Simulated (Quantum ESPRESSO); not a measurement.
# PtS2 (P-3m1) in Quantum ESPRESSO: notebook

The runs below take PtS2 through single point, with PBEsol.

All numbers are computed with Quantum ESPRESSO 7.5; they aren't measurements. Logs are shortened: lines on timing, memory, paths and dates and some standing lists are left out, and cuts for length are marked.

## (1) Starting point

The structure is trigonal, space group P-3m1 (No. 164). The conventional cell has a = 3.543 Å, b = 3.543 Å, c = 5.039 Å, α = 90.00°, β = 90.00°, γ = 120.00°. Pt (site symmetry -3m) is surrounded by 6 S at 2.34 Å. S (site symmetry 3m) is surrounded by 3 Pt at 2.34 Å.

## (2) Single point, PBEsol

File scf.in:

```
&CONTROL
  calculation = 'scf'
  prefix = 'pwscf'
  outdir = './tmp'
  pseudo_dir = './pseudo'
/
&SYSTEM
  ibrav = 0
  nat = 3
  ntyp = 2
  ecutwfc = 84
  nbnd = 22
  occupations = 'smearing'
  smearing = 'fd'
  degauss = 0.00367493
  force_symmorphic = .true.
/
&ELECTRONS
  conv_thr = 6d-10
  electron_maxstep = 120
  mixing_beta = 0.5
/
ATOMIC_SPECIES
Pt   195.0840 Pt.upf
S     32.0600 S.upf
CELL_PARAMETERS angstrom
   3.5432000000    0.0000000000    0.0000000000
  -1.7716000000    3.0685012107    0.0000000000
   0.0000000000    0.0000000000    5.0388000000
ATOMIC_POSITIONS crystal
Pt     0.0000000000    0.0000000000    0.0000000000
S      0.6666666667    0.3333333333    0.7730000000
S      0.3333333333    0.6666666667    0.2270000000
K_POINTS automatic
12 12 6 0 0 0
```

File nscf.in:

```
&CONTROL
  calculation = 'nscf'
  prefix = 'pwscf'
  outdir = './tmp'
  pseudo_dir = './pseudo'
/
&SYSTEM
  ibrav = 0
  nat = 3
  ntyp = 2
  ecutwfc = 84
  nbnd = 135
  occupations = 'fixed'
  force_symmorphic = .true.
/
&ELECTRONS
  conv_thr = 1d-08
  diago_full_acc = .true.
  diago_thr_init = 1d-06
/
ATOMIC_SPECIES
Pt   195.0840 Pt.upf
S     32.0600 S.upf
CELL_PARAMETERS angstrom
   3.5432000000    0.0000000000    0.0000000000
  -1.7716000000    3.0685012107    0.0000000000
   0.0000000000    0.0000000000    5.0388000000
ATOMIC_POSITIONS crystal
Pt     0.0000000000    0.0000000000    0.0000000000
S      0.6666666667    0.3333333333    0.7730000000
S      0.3333333333    0.6666666667    0.2270000000
K_POINTS automatic
3 3 4 0 0 0
```

Potentials or basis: PseudoDojo 0.4.1 SR PBEsol standard.

On the command line:

```bash
$ OMP_NUM_THREADS=1 pw.x -in scf.in > scf.out
$ OMP_NUM_THREADS=1 pw.x -in nscf.in > nscf.out
```

scf.out:

```text
This program is part of the open-source Quantum ESPRESSO suite
     for quantum simulation of materials; please cite
[... 9 lines left out ...]
     --------------------
     sticks:   dense  smooth     PW     G-vecs:    dense   smooth      PW
     Sum        1039    1039    301                38389    38389    6041

     Using Slab Decomposition

     bravais-lattice index     =            0
     lattice parameter (alat)  =       6.6957  a.u.
     unit-cell volume          =     369.6968 (a.u.)^3
     number of atoms/cell      =            3
     number of atomic types    =            2
     number of electrons       =        30.00
     number of Kohn-Sham states=           22
     kinetic-energy cutoff     =      84.0000  Ry
     charge density cutoff     =     336.0000  Ry
     scf convergence threshold =      6.0E-10
     mixing beta               =       0.5000
     number of iterations used =            8  plain     mixing
     Exchange-correlation= PBESOL
                           (   1   4  10   8   0   0   0)

     celldm(1)=   6.695678  celldm(2)=   0.000000  celldm(3)=   0.000000
     celldm(4)=   0.000000  celldm(5)=   0.000000  celldm(6)=   0.000000

     crystal axes: (cart. coord. in units of alat)
               a(1) = (   1.000000   0.000000   0.000000 )
               a(2) = (  -0.500000   0.866025   0.000000 )
               a(3) = (   0.000000   0.000000   1.422104 )

     reciprocal axes: (cart. coord. in units 2 pi/alat)
               b(1) = (  1.000000  0.577350 -0.000000 )
               b(2) = (  0.000000  1.154701  0.000000 )
               b(3) = (  0.000000 -0.000000  0.703183 )

     PseudoPot. # 1 for Pt read from file:
     Pt.upf
     Pseudo is Norm-conserving + core correction, Zval = 18.0
     Generated using ONCVPSP code by D. R. Hamann
     Using radial grid of 1358 points,  8 beta functions with:
                l(1) =   0
                l(2) =   0
                l(3) =   1
                l(4) =   1
                l(5) =   2
                l(6) =   2
                l(7) =   3
                l(8) =   3

     PseudoPot. # 2 for S  read from file:
     S.upf
     Pseudo is Norm-conserving + core correction, Zval =  6.0
     Generated using ONCVPSP code by D. R. Hamann
     Using radial grid of 1146 points,  6 beta functions with:
                l(1) =   0
                l(2) =   0
                l(3) =   1
                l(4) =   1
                l(5) =   2
                l(6) =   2

     atomic species   valence    mass     pseudopotential
     Pt               18.00   195.08400     Pt( 1.00)
     S                 6.00    32.06000     S ( 1.00)

     12 Sym. Ops., with inversion, found

   Cartesian axes

     site n.     atom                  positions (alat units)
         1        Pt     tau(   1) = (   0.0000000   0.0000000   0.0000000  )
         2        S      tau(   2) = (   0.5000000   0.2886751   1.0992866  )
         3        S      tau(   3) = (  -0.0000000   0.5773503   0.3228177  )

     number of k points=   100  Fermi-Dirac smearing, width (Ry)=  0.0037

     Number of k-points >= 100: set verbosity='high' to print them.

     Dense  grid:    38389 G-vectors     FFT dimensions: (  40,  40,  60)

     Initial potential from superposition of free atoms

     starting charge      29.9998, renormalised to      30.0000
     Starting wfcs are   18 randomized atomic wfcs +    4 random wfcs

     Self-consistent Calculation

     iteration #  1     ecut=    84.00 Ry     beta= 0.50
     Davidson diagonalization with overlap
     ethr =  1.00E-02,  avg # of iterations =  6.1

     total energy              =    -305.04787885 Ry
     estimated scf accuracy    <       0.48523290 Ry

     iteration #  2     ecut=    84.00 Ry     beta= 0.50
     Davidson diagonalization with overlap
     ethr =  1.62E-03,  avg # of iterations =  2.3

     total energy              =    -305.16453480 Ry
     estimated scf accuracy    <       0.65126423 Ry

     iteration #  3     ecut=    84.00 Ry     beta= 0.50
     Davidson diagonalization with overlap
     ethr =  1.62E-03,  avg # of iterations =  1.8

     total energy              =    -305.26794296 Ry
     estimated scf accuracy    <       0.00489898 Ry

     iteration #  4     ecut=    84.00 Ry     beta= 0.50
     Davidson diagonalization with overlap
     ethr =  1.63E-05,  avg # of iterations =  7.8

     total energy              =    -305.26884821 Ry
     estimated scf accuracy    <       0.00091639 Ry

     iteration #  5     ecut=    84.00 Ry     beta= 0.50
     Davidson diagonalization with overlap
     ethr =  3.05E-06,  avg # of iterations =  3.4

     total energy              =    -305.26895806 Ry
     estimated scf accuracy    <       0.00000797 Ry

     iteration #  6     ecut=    84.00 Ry     beta= 0.50
     Davidson diagonalization with overlap
     ethr =  2.66E-08,  avg # of iterations =  3.6

     total energy              =    -305.26896302 Ry
     estimated scf accuracy    <       0.00000129 Ry

     iteration #  7     ecut=    84.00 Ry     beta= 0.50
     Davidson diagonalization with overlap
     ethr =  4.29E-09,  avg # of iterations =  2.0

     total energy              =    -305.26896325 Ry
     estimated scf accuracy    <       0.00000002 Ry

     iteration #  8     ecut=    84.00 Ry     beta= 0.50
     Davidson diagonalization with overlap
     ethr =  8.27E-11,  avg # of iterations =  3.8

     total energy              =    -305.26896325 Ry
     estimated scf accuracy    <       0.00000004 Ry

     iteration #  9     ecut=    84.00 Ry     beta= 0.50
     Davidson diagonalization with overlap
     ethr =  8.27E-11,  avg # of iterations =  2.0

     total energy              =    -305.26896326 Ry
     estimated scf accuracy    <          6.4E-10 Ry

     iteration # 10     ecut=    84.00 Ry     beta= 0.50
     Davidson diagonalization with overlap
     ethr =  2.14E-12,  avg # of iterations =  2.1

     End of self-consistent calculation

     Number of k-points >= 100: set verbosity='high' to print the bands.

     the Fermi energy is    11.3810 ev

!    total energy              =    -305.26896326 Ry
     estimated scf accuracy    <          9.6E-11 Ry
     smearing contrib. (-TS)   =      -0.00000095 Ry
     internal energy E=F+TS    =    -305.26896231 Ry

     The total energy is F=E-TS. E is the sum of the following terms:
     one-electron contribution =    -156.02105089 Ry
     hartree contribution      =      89.31201658 Ry
     xc contribution           =     -59.94320095 Ry
     ewald contribution        =    -178.61672705 Ry

     convergence has been achieved in  10 iterations

=------------------------------------------------------------------------------=
   JOB DONE.
=------------------------------------------------------------------------------=
```

Wall time 2.8 min (1 thread of AMD EPYC 7R43 (Zen 3), shared host); peak memory 0.23 GiB.

What came out:

| Property | Result |
| --- | --- |
| Band gap on the k mesh, mean-field level | 1.02 eV, indirect (least direct gap 1.42 eV) |

Levels at points of the mesh, in eV from the valence-band top:
| k point | band 11 | band 12 | band 13 | band 14 | band 15 | band 16 | band 17 | band 18 | band 19 | band 20 |
| --- | --- | --- | --- | --- | --- | --- | --- | --- | --- | --- |
| (0.00, 0.00, 0.00) | -3.88 | -1.67 | -1.02 | -1.02 | 0.00 | 2.57 | 2.57 | 4.77 | 5.72 | 7.88 |
| (0.00, 0.00, -0.50) | -3.90 | -2.41 | -1.20 | -1.20 | -0.78 | 3.05 | 3.05 | 5.44 | 7.35 | 7.57 |

Caveat: the k mesh is coarse (spacing up to 0.68 Å⁻¹), so the values aren't converged; spin-orbit coupling is left out, which moves the levels of the heavy elements; an odd mesh through Γ misses points on the zone boundary, where band edges often lie.

## (3) Single point, PBEsol

Edit scf.in of step 2 so:

```diff
@@ -34,2 +34,2 @@
 K_POINTS automatic
-12 12 6 0 0 0
+12 12 8 0 0 0
```

Edit nscf.in of step 2 so:

```diff
@@ -11,3 +11,3 @@
   ecutwfc = 84
-  nbnd = 135
+  nbnd = 45
   occupations = 'fixed'
@@ -32,2 +32,2 @@
 K_POINTS automatic
-3 3 4 0 0 0
+9 9 8 0 0 0
```

Potentials or basis: PseudoDojo 0.4.1 SR PBEsol standard.

On the command line:

```bash
$ OMP_NUM_THREADS=1 pw.x -in scf.in > scf.out
$ OMP_NUM_THREADS=1 pw.x -in nscf.in > nscf.out
```

scf.out:

```text
This program is part of the open-source Quantum ESPRESSO suite
     for quantum simulation of materials; please cite
[... 9 lines left out ...]
     --------------------
     sticks:   dense  smooth     PW     G-vecs:    dense   smooth      PW
     Sum        1039    1039    301                38389    38389    6041

     Using Slab Decomposition

     bravais-lattice index     =            0
     lattice parameter (alat)  =       6.6957  a.u.
     unit-cell volume          =     369.6968 (a.u.)^3
     number of atoms/cell      =            3
     number of atomic types    =            2
     number of electrons       =        30.00
     number of Kohn-Sham states=           22
     kinetic-energy cutoff     =      84.0000  Ry
     charge density cutoff     =     336.0000  Ry
     scf convergence threshold =      6.0E-10
     mixing beta               =       0.5000
     number of iterations used =            8  plain     mixing
     Exchange-correlation= PBESOL
                           (   1   4  10   8   0   0   0)

     celldm(1)=   6.695678  celldm(2)=   0.000000  celldm(3)=   0.000000
     celldm(4)=   0.000000  celldm(5)=   0.000000  celldm(6)=   0.000000

     crystal axes: (cart. coord. in units of alat)
               a(1) = (   1.000000   0.000000   0.000000 )
               a(2) = (  -0.500000   0.866025   0.000000 )
               a(3) = (   0.000000   0.000000   1.422104 )

     reciprocal axes: (cart. coord. in units 2 pi/alat)
               b(1) = (  1.000000  0.577350 -0.000000 )
               b(2) = (  0.000000  1.154701  0.000000 )
               b(3) = (  0.000000 -0.000000  0.703183 )

     PseudoPot. # 1 for Pt read from file:
     Pt.upf
     Pseudo is Norm-conserving + core correction, Zval = 18.0
     Generated using ONCVPSP code by D. R. Hamann
     Using radial grid of 1358 points,  8 beta functions with:
                l(1) =   0
                l(2) =   0
                l(3) =   1
                l(4) =   1
                l(5) =   2
                l(6) =   2
                l(7) =   3
                l(8) =   3

     PseudoPot. # 2 for S  read from file:
     S.upf
     Pseudo is Norm-conserving + core correction, Zval =  6.0
     Generated using ONCVPSP code by D. R. Hamann
     Using radial grid of 1146 points,  6 beta functions with:
                l(1) =   0
                l(2) =   0
                l(3) =   1
                l(4) =   1
                l(5) =   2
                l(6) =   2

     atomic species   valence    mass     pseudopotential
     Pt               18.00   195.08400     Pt( 1.00)
     S                 6.00    32.06000     S ( 1.00)

     12 Sym. Ops., with inversion, found

   Cartesian axes

     site n.     atom                  positions (alat units)
         1        Pt     tau(   1) = (   0.0000000   0.0000000   0.0000000  )
         2        S      tau(   2) = (   0.5000000   0.2886751   1.0992866  )
         3        S      tau(   3) = (  -0.0000000   0.5773503   0.3228177  )

     number of k points=   131  Fermi-Dirac smearing, width (Ry)=  0.0037

     Number of k-points >= 100: set verbosity='high' to print them.

     Dense  grid:    38389 G-vectors     FFT dimensions: (  40,  40,  60)

     Initial potential from superposition of free atoms

     starting charge      29.9998, renormalised to      30.0000
     Starting wfcs are   18 randomized atomic wfcs +    4 random wfcs

     Self-consistent Calculation

     iteration #  1     ecut=    84.00 Ry     beta= 0.50
     Davidson diagonalization with overlap
     ethr =  1.00E-02,  avg # of iterations =  6.1

     total energy              =    -305.04807409 Ry
     estimated scf accuracy    <       0.48493698 Ry

     iteration #  2     ecut=    84.00 Ry     beta= 0.50
     Davidson diagonalization with overlap
     ethr =  1.62E-03,  avg # of iterations =  2.2

     total energy              =    -305.16467511 Ry
     estimated scf accuracy    <       0.65061648 Ry

     iteration #  3     ecut=    84.00 Ry     beta= 0.50
     Davidson diagonalization with overlap
     ethr =  1.62E-03,  avg # of iterations =  1.8

     total energy              =    -305.26794225 Ry
     estimated scf accuracy    <       0.00490173 Ry

     iteration #  4     ecut=    84.00 Ry     beta= 0.50
     Davidson diagonalization with overlap
     ethr =  1.63E-05,  avg # of iterations =  8.2

     total energy              =    -305.26884552 Ry
     estimated scf accuracy    <       0.00092047 Ry

     iteration #  5     ecut=    84.00 Ry     beta= 0.50
     Davidson diagonalization with overlap
     ethr =  3.07E-06,  avg # of iterations =  3.1

     total energy              =    -305.26895539 Ry
     estimated scf accuracy    <       0.00000773 Ry

     iteration #  6     ecut=    84.00 Ry     beta= 0.50
     Davidson diagonalization with overlap
     ethr =  2.58E-08,  avg # of iterations =  3.4

     total energy              =    -305.26896027 Ry
     estimated scf accuracy    <       0.00000118 Ry

     iteration #  7     ecut=    84.00 Ry     beta= 0.50
     Davidson diagonalization with overlap
     ethr =  3.93E-09,  avg # of iterations =  2.0

     total energy              =    -305.26896048 Ry
     estimated scf accuracy    <       0.00000002 Ry

     iteration #  8     ecut=    84.00 Ry     beta= 0.50
     Davidson diagonalization with overlap
     ethr =  8.33E-11,  avg # of iterations =  3.8

     total energy              =    -305.26896048 Ry
     estimated scf accuracy    <       0.00000004 Ry

     iteration #  9     ecut=    84.00 Ry     beta= 0.50
     Davidson diagonalization with overlap
     ethr =  8.33E-11,  avg # of iterations =  2.0

     total energy              =    -305.26896049 Ry
     estimated scf accuracy    <          6.7E-10 Ry

     iteration # 10     ecut=    84.00 Ry     beta= 0.50
     Davidson diagonalization with overlap
     ethr =  2.24E-12,  avg # of iterations =  2.1

     End of self-consistent calculation

     Number of k-points >= 100: set verbosity='high' to print the bands.

     the Fermi energy is    11.3704 ev

!    total energy              =    -305.26896049 Ry
     estimated scf accuracy    <          8.7E-11 Ry
     smearing contrib. (-TS)   =      -0.00000107 Ry
     internal energy E=F+TS    =    -305.26895942 Ry

     The total energy is F=E-TS. E is the sum of the following terms:
     one-electron contribution =    -156.02103626 Ry
     hartree contribution      =      89.31200675 Ry
     xc contribution           =     -59.94320286 Ry
     ewald contribution        =    -178.61672705 Ry

     convergence has been achieved in  10 iterations

=------------------------------------------------------------------------------=
   JOB DONE.
=------------------------------------------------------------------------------=
```

Wall time 3.6 min (1 thread of AMD EPYC 7R43 (Zen 3), shared host); peak memory 0.27 GiB.

Results:

```yaml
Band_gap_on_the_k_mesh_mean-field_level: 0.91 eV, indirect (least direct gap 1.01 eV)
```

Levels at points of the mesh, in eV from the valence-band top:
```tsv
k point	band 13	band 14	band 15	band 16	band 17	band 18
(0.00, 0.00, 0.00)	-1.12	-1.12	-0.11	2.47	2.47	4.66
(0.00, 0.00, -0.50)	-1.31	-1.31	-0.88	2.95	2.95	5.34
```

Caveat: spin-orbit coupling is left out, which moves the levels of the heavy elements; an odd mesh through Γ misses points on the zone boundary, where band edges often lie.
